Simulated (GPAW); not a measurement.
# Si3N4 (P-43m) in GPAW: convergence with plane-wave cutoff (eV)

Aim: find how far plane-wave cutoff (eV) must go before the results for Si3N4 settle, at PBE. This setting moves, with any that are tied to it; all else stays.

Program: GPAW 26.7.0. These are calculated values, not measurements. Logs are shortened: lines on timing, memory, paths and dates and some standing lists are left out, and cuts for length are marked. The log counts tension as positive stress, the text compression.

### 1 The structure

Symmetry: P-43m, No. 215, cubic system. The conventional cell has a = 4.131 Å, b = 4.131 Å, c = 4.131 Å, α = 90.00°, β = 90.00°, γ = 90.00°. Around Si (site symmetry -42m) lie 4 N at 1.77 Å. N (site symmetry 3m) is surrounded by 3 Si at 1.77 Å.

The cell was built by a generator and needn't be a form met in nature.

### 2 With plane-wave cutoff (eV) 300

Contents of run.py:

```python
from ase import Atoms
from ase.dft.bandgap import bandgap
from ase.io import write
from ase.units import GPa
from gpaw import GPAW, PW

atoms = Atoms(['Si', 'Si', 'Si', 'N', 'N', 'N', 'N'],
              cell=[[4.13078, 0.0, 0.0],
                    [0.0, 4.13078, 0.0],
                    [0.0, 0.0, 4.13078]],
              scaled_positions=[[0.0, 0.0, 0.5],
                                [0.5, 0.0, 0.0],
                                [0.0, 0.5, 0.0],
                                [0.23952, 0.23952, 0.76048],
                                [0.76048, 0.76048, 0.76048],
                                [0.23952, 0.76048, 0.23952],
                                [0.76048, 0.23952, 0.23952]],
              pbc=True)

calc = GPAW(mode=PW(300),
            xc='PBE',
            kpts={'size': (5, 5, 5), 'gamma': True},
            occupations={'name': 'fermi-dirac', 'width': 0.05},
            nbands=31,
            convergence={'density': 1e-05, 'energy': 1e-05},
            maxiter=100,
            txt='gpaw.txt')
atoms.calc = calc
energy = atoms.get_potential_energy()
forces = atoms.get_forces()
stress = atoms.get_stress()
calc.write('gs.gpw')
write('result.traj', atoms)
print(f'Energy: {energy:.6f} eV')
print('Forces (eV/A):')
print(forces.round(4))
print('Stress (GPa):', (stress / GPa).round(3))
print('Fermi level:', round(calc.get_fermi_level(), 4), 'eV')
print(f'Gap: {bandgap(calc)[0]:.4f} eV, direct: {bandgap(calc, direct=True)[0]:.4f} eV')
```

Potentials or basis: GPAW PAW data sets (gpaw-data 1.2.1), pw.

On the command line:

```bash
> OMP_NUM_THREADS=1 python run.py
```

gpaw.txt:

```text
__  _  _
 | _ |_)|_||  |
 |__||  | ||/\| - 26.7.0

Input parameters:
  mode=PW(ecut=300.0),
  convergence={'density': 1e-05, 'energy': 1e-05},
  kpts=MonkhorstPack(size=(5, 5, 5), gamma=True),
  maxiter=100,
  nbands=31,
  occupations=Occupations(name='fermi-dirac', width=0.05),
  xc=XC(name='PBE')

Diagonalizing LCAO Hamiltonian
Converting LCAO to pw mode
    .---------.
   /|         |
  / |      N  |
 *  N         |
 |  |         |
 Si .-N-------.
 | Si    N   /
 |/         /
 *----Si---*

Atoms  # Å, Bohr magnetons
|   | symbol |        x |        y |        z |    initial magnetic moments |
|---|--------|----------|----------|----------|-----------------------------|
| 0 |     Si | 0.000000 | 0.000000 | 2.065390 | ( 0.0000,  0.0000,  0.0000) |
| 1 |     Si | 2.065390 | 0.000000 | 0.000000 | ( 0.0000,  0.0000,  0.0000) |
| 2 |     Si | 0.000000 | 2.065390 | 0.000000 | ( 0.0000,  0.0000,  0.0000) |
| 3 |      N | 0.989404 | 0.989404 | 3.141376 | ( 0.0000,  0.0000,  0.0000) |
| 4 |      N | 3.141376 | 3.141376 | 3.141376 | ( 0.0000,  0.0000,  0.0000) |
| 5 |      N | 0.989404 | 3.141376 | 0.989404 | ( 0.0000,  0.0000,  0.0000) |
| 6 |      N | 3.141376 | 0.989404 | 0.989404 | ( 0.0000,  0.0000,  0.0000) |

Unit cell  # Å
| periodic |        x |        y |        z |  lengths |    angles |
|----------|----------|----------|----------|----------|-----------|
|      yes | 4.130780 | 0.000000 | 0.000000 | 4.130780 | 90.000000 |
|      yes | 0.000000 | 4.130780 | 0.000000 | 4.130780 | 90.000000 |
|      yes | 0.000000 | 0.000000 | 4.130780 | 4.130780 | 90.000000 |

Number of symmetries: 24
Symmetry operations  # r_c * U_cc + t_c -> r_c
|    | kind |            matrix            |
|----|------|------------------------------|
|  0 |  E   |  1, 0, 0,  0, 1, 0,  0, 0, 1 |
|  1 |  σ   |  1, 0, 0,  0, 0, 1,  0, 1, 0 |
|  2 |  σ   |  1, 0, 0,  0, 0,-1,  0,-1, 0 |
|  3 |  C2  |  1, 0, 0,  0,-1, 0,  0, 0,-1 |
|  4 |  σ   |  0, 1, 0,  1, 0, 0,  0, 0, 1 |
|  5 |  C3  |  0, 1, 0,  0, 0, 1,  1, 0, 0 |
[... 137 lines left out ...]

xc functional:
  name: PBE with 2 nearest neighbor stencil

convergence criteria:
- Maximum integral of absolute [dens]ity change: 1e-05 electrons / valence electron
- Maximum [total energy] change in last 3 cyles: 1e-05 eV / valence electron
- Maximum integral of absolute [eigenst]ate change: 4e-08 eV^2 / valence electron
maximum number of iterations: 100

SCF iterations
|iter     | |      energy | eigst |  dens |
|---------|-|-------------|-------|-------|
|iter:   1| |  -35.960037 | +0.04 |       |
|iter:   2| |  -35.464907 | -2.17 | -0.71 |
|iter:   3| |  -33.443728 | -1.16 | -0.74 |
|iter:   4| |  -33.430562 | -3.17 | -1.42 |
|iter:   5| |  -33.429191 | -3.73 | -1.95 |
|iter:   6| |  -33.429377 | -5.65 | -2.92 |
|iter:   7| |  -33.429416c| -6.51 | -3.31 |
|iter:   8| |  -33.429416c| -8.42c| -4.34 |
|iter:   9| |  -33.429416c| -8.01c| -4.86 |
|iter:  10| |  -33.429416c| -9.25c| -5.65c|

Converged in 10 steps
Energy contributions relative to reference atoms: (reference = -29585.918768)

Energy contributions:
  Kinetic:         -20.408476
  Coulomb:          42.744665
  Zero:              0.374305
  External:          0.000000
  Xc:              -56.139911
  Entropy:          -0.000000
  Spinorbit:         0.000000
  ----------------------------
  Free energy:     -33.429416
  Extrapolated:    -33.429416

dipole moment: (-17.742805, -17.742805, -17.742805)  # |e|*Ang

Fermi level: 8.710
Eigenvalues  # (at kpt = [0.000, 0.000, 0.000])
| band index |      eig [eV] | occ [0-2] |
|------------|---------------|-----------|
|          0 |       -11.344 |     2.000 |
|        ... |               |           |
|          8 |         2.848 |     2.000 |
|          9 |         2.848 |     2.000 |
|         10 |         4.151 |     2.000 |
|         11 |         4.151 |     2.000 |
|         12 |         4.151 |     2.000 |
|         13 |         7.592 |     2.000 |
[... 8 lines left out ...]
|         22 |        17.483 |     0.000 |
|         23 |        18.859 |     0.000 |
|        ... |               |           |
|         30 |        21.974 |     0.000 |

Gap: 2.348 eV
Transition (v -> c):
  (s=0, k=9, n=15, [0.40, 0.40, 0.40]) -> (s=0, k=0, n=16, [0.00, 0.00, 0.00])
Direct/indirect transitions are different
Direct gap: 2.384 eV
Transition at: (s=0, k=0, n=15, [0.00, 0.00, 0.00])

Forces  # eV/Ang
|        x |        y |        z |
|----------|----------|----------|
|  0.00000 |  0.00000 | -0.00000 |  # Si   0
| -0.00000 |  0.00000 |  0.00000 |  # Si   1
|  0.00000 | -0.00000 |  0.00000 |  # Si   2
|  0.52104 |  0.52104 | -0.52104 |  # N    3
| -0.52104 | -0.52104 | -0.52104 |  # N    4
|  0.52104 | -0.52104 |  0.52104 |  # N    5
| -0.52104 |  0.52104 |  0.52104 |  # N    6

Stress tensor  # eV/Ang^3
|        x |        y |        z |
|----------|----------|----------|
| 0.512662 | 0.000000 | 0.000000 |
| 0.000000 | 0.512662 | 0.000000 |
| 0.000000 | 0.000000 | 0.512662 |

# Writing to gs.gpw (mode='')
```

Run time: 5 s. Hardware: 1 thread of Intel Xeon 6975P-C (Granite Rapids), shared host; peak memory 0.14 GiB.

Results:

| Item | Value |
| --- | --- |
| Free energy | -33.4294 eV |
| Pressure | -82.1 GPa |
| Largest force | 0.902 eV/Å |
| Band gap on the k mesh | 2.35 eV, indirect (least direct gap 2.38 eV) |

### 3 With plane-wave cutoff (eV) 350

Changes to run.py since step 2:

```diff
@@ -19,3 +19,3 @@
 
-calc = GPAW(mode=PW(300),
+calc = GPAW(mode=PW(350),
             xc='PBE',
```

Potentials or basis: GPAW PAW data sets (gpaw-data 1.2.1), pw.

On the command line:

```bash
> OMP_NUM_THREADS=1 python run.py
```

Wall time 5.3 s (1 thread of Intel Xeon 6975P-C (Granite Rapids), shared host); peak memory 0.14 GiB.

What came out:

| Property | Result |
| --- | --- |
| Free energy | -42.3371 eV |
| Pressure | -63.0 GPa |
| Largest force | 1.005 eV/Å |
| Band gap on the k mesh | 2.56 eV, indirect (least direct gap 2.64 eV) |

### 4 With plane-wave cutoff (eV) 400

Changes to run.py since step 3:

```diff
@@ -19,3 +19,3 @@
 
-calc = GPAW(mode=PW(350),
+calc = GPAW(mode=PW(400),
             xc='PBE',
```

On the command line:

```bash
> OMP_NUM_THREADS=1 python run.py
```

Run time: 5.3 s. Hardware: 1 thread of Intel Xeon 6975P-C (Granite Rapids), shared host; peak memory 0.15 GiB.

Results:

| Quantity | Value |
| --- | --- |
| Free energy | -47.7566 eV |
| Pressure | -44.8 GPa |
| Largest force | 0.422 eV/Å |
| Band gap on the k mesh | 2.61 eV, indirect (least direct gap 2.82 eV) |

### 5 With plane-wave cutoff (eV) 500

Changes to run.py since step 4:

```diff
@@ -19,3 +19,3 @@
 
-calc = GPAW(mode=PW(400),
+calc = GPAW(mode=PW(500),
             xc='PBE',
```

On the command line:

```bash
> OMP_NUM_THREADS=1 python run.py
```

It took 7.8 s on 1 thread of Intel Xeon 6975P-C (Granite Rapids), shared host; peak memory 0.16 GiB.

Results:

| Item | Value |
| --- | --- |
| Free energy | -52.9088 eV |
| Pressure | -19.0 GPa |
| Largest force | 0.259 eV/Å |
| Band gap on the k mesh | 2.71 eV, indirect (least direct gap 2.87 eV) |

### 6 With plane-wave cutoff (eV) 600

Changes to run.py since step 5:

```diff
@@ -19,3 +19,3 @@
 
-calc = GPAW(mode=PW(500),
+calc = GPAW(mode=PW(600),
             xc='PBE',
```

Potentials or basis: GPAW PAW data sets (gpaw-data 1.2.1), pw.

On the command line:

```bash
> OMP_NUM_THREADS=1 python run.py
```

Run time: 8.6 s. Hardware: 1 thread of Intel Xeon 6975P-C (Granite Rapids), shared host; peak memory 0.17 GiB.

The run converged. Its results:

```
Free energy            : -54.6703 eV
Pressure               : -5.6 GPa
Largest force          : 0.145 eV/Å
Band gap on the k mesh : 2.75 eV, indirect (least direct gap 2.91 eV)
```

### 7 With plane-wave cutoff (eV) 700

Changes to run.py since step 6:

```diff
@@ -19,3 +19,3 @@
 
-calc = GPAW(mode=PW(600),
+calc = GPAW(mode=PW(700),
             xc='PBE',
```

On the command line:

```bash
> OMP_NUM_THREADS=1 python run.py
```

It took 12 s on 1 thread of Intel Xeon 6975P-C (Granite Rapids), shared host; peak memory 0.19 GiB.

The run converged. Its results:

```
Free energy            : -55.1907 eV
Pressure               : -0.3 GPa
Largest force          : 0.133 eV/Å
Band gap on the k mesh : 2.76 eV, indirect (least direct gap 2.91 eV)
```

### 8 With plane-wave cutoff (eV) 800

Changes to run.py since step 7:

```diff
@@ -19,3 +19,3 @@
 
-calc = GPAW(mode=PW(700),
+calc = GPAW(mode=PW(800),
             xc='PBE',
```

On the command line:

```bash
> OMP_NUM_THREADS=1 python run.py
```

Wall time 14 s (1 thread of Intel Xeon 6975P-C (Granite Rapids), shared host); peak memory 0.19 GiB.

The run converged. Its results:

* Free energy: -55.3353 eV
* Pressure: 1.7 GPa
* Largest force: 0.131 eV/Å
* Band gap on the k mesh: 2.76 eV, indirect (least direct gap 2.92 eV)

### 9 With plane-wave cutoff (eV) 1000

Changes to run.py since step 8:

```diff
@@ -19,3 +19,3 @@
 
-calc = GPAW(mode=PW(800),
+calc = GPAW(mode=PW(1000),
             xc='PBE',
```

Potentials or basis: GPAW PAW data sets (gpaw-data 1.2.1), pw.

On the command line:

```bash
> OMP_NUM_THREADS=1 python run.py
```

Run time: 15 s. Hardware: 1 thread of Intel Xeon 6975P-C (Granite Rapids), shared host; peak memory 0.23 GiB.

It converged, with:

* Free energy: -55.3762 eV
* Pressure: 2.4 GPa
* Largest force: 0.130 eV/Å
* Band gap on the k mesh: 2.76 eV, indirect (least direct gap 2.92 eV)

### 10 With plane-wave cutoff (eV) 1200

Changes to run.py since step 9:

```diff
@@ -19,3 +19,3 @@
 
-calc = GPAW(mode=PW(1000),
+calc = GPAW(mode=PW(1200),
             xc='PBE',
```

On the command line:

```bash
> OMP_NUM_THREADS=1 python run.py
```

Run time: 23 s. Hardware: 1 thread of Intel Xeon 6975P-C (Granite Rapids), shared host; peak memory 0.27 GiB.

Results (log left out):

```
Free energy            : -55.3816 eV
Pressure               : 2.4 GPa
Largest force          : 0.131 eV/Å
Band gap on the k mesh : 2.76 eV, indirect (least direct gap 2.92 eV)
```

### 11 Result

| plane-wave cutoff (eV) | energy less the tightest run, at zero smearing (meV/atom) | pressure (GPa) | largest force (eV/Å) | gap on the mesh (eV) | SCF cycles | CPU time (s) | peak memory (GiB) |
| --- | --- | --- | --- | --- | --- | --- | --- |
| 300 | 3136.03 | -82.14 | 0.902 | 2.348 | 10 | 5 | 0.14 |
| 350 | 1863.51 | -62.97 | 1.005 | 2.556 | 10 | 5.2 | 0.14 |
| 400 | 1089.29 | -44.77 | 0.422 | 2.612 | 10 | 5.3 | 0.15 |
| 500 | 353.26 | -19.00 | 0.259 | 2.708 | 10 | 7.8 | 0.16 |
| 600 | 101.62 | -5.65 | 0.145 | 2.745 | 10 | 8.6 | 0.17 |
| 700 | 27.27 | -0.28 | 0.133 | 2.755 | 10 | 12 | 0.19 |
| 800 | 6.62 | 1.69 | 0.131 | 2.757 | 10 | 14 | 0.19 |
| 1000 | 0.77 | 2.40 | 0.130 | 2.757 | 10 | 15 | 0.23 |
| 1200 | 0.00 | 2.42 | 0.131 | 2.757 | 10 | 23 | 0.27 |

Against the tightest run, the energy stays within 1 meV/atom from 1000 on; the pressure stays within 0.1 GPa from 1000 on; the largest force stays within 0.005 eV/Å from 700 on; the gap on the mesh stays within 0.01 eV from 700 on. The tightest run that finished is the yardstick and may itself not be fully converged.

Caveats: an odd mesh through Γ misses points on the zone boundary, where band edges often lie.
